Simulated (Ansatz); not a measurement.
# S: the cost of one run

Program: Ansatz 0.2.0. Level of theory: DFT PBE, scalar-relativistic, plane waves, PAW. These are calculated values, not measurements.

3 further runs of the same task are left out: 3 set aside as unsound or not needed.

### Step 1. The system as given

It takes space group C2/c (No. 15, monoclinic). The conventional cell has a = 6.936 Å, b = 4.136 Å, c = 9.181 Å, α = 90.00°, β = 102.17°, γ = 90.00°. S (site symmetry 1) is surrounded by 1 S at 1.88 Å.

Coordinates:

```
CELL_PARAMETERS angstrom
3.46801 -2.06819 0.00000
3.46801 2.06819 0.00000
-1.93543 0.00000 8.97444
ATOMIC_POSITIONS crystal
S 0.96800 0.60200 0.09970
S 0.39800 0.03200 0.40030
S 0.03200 0.39800 0.90030
S 0.60200 0.96800 0.59970
```

This is candidate A: F type (C2/c, No. 15).

(A quick probe on a coarse mesh, which set the mesh and smearing, is not shown.)

### Step 3. A loose first relaxation (candidate A)

Input file input.yaml:

```yaml
crystal:
  lattice:
    - [3.4680092621, -2.0681946145, 0.0]
    - [3.4680092621, 2.0681946145, 0.0]
    - [-1.935426609, 0.0, 8.9744387027]
  atoms:
    - { symbol: S, position: [0.968, 0.602, 0.0997] }
    - { symbol: S, position: [0.398, 0.032, 0.4003] }
    - { symbol: S, position: [0.032, 0.398, 0.9003] }
    - { symbol: S, position: [0.602, 0.968, 0.5997] }
basis:
  ecutwfc: 420
kpoints:
  mp_grid: { grid: [6, 6, 2] }
hamiltonian:
  xc: pbe
scf:
  occupations: { method: gaussian, width: 0.1 }
  lower_state_search: "off"
output:
  forces: true
  stress: true
  eigenvalues: true
relax:
  adjacent_minimum: "off"
  f_tol: 0.04
  max_steps: 70
  cell: { stress_tol: 0.4 }
```

**Question.** How long does this run take on 1 thread of an x86-64 CPU, shared host, and how much memory does it need?

About 31 s, with a peak of 0.42 GiB.
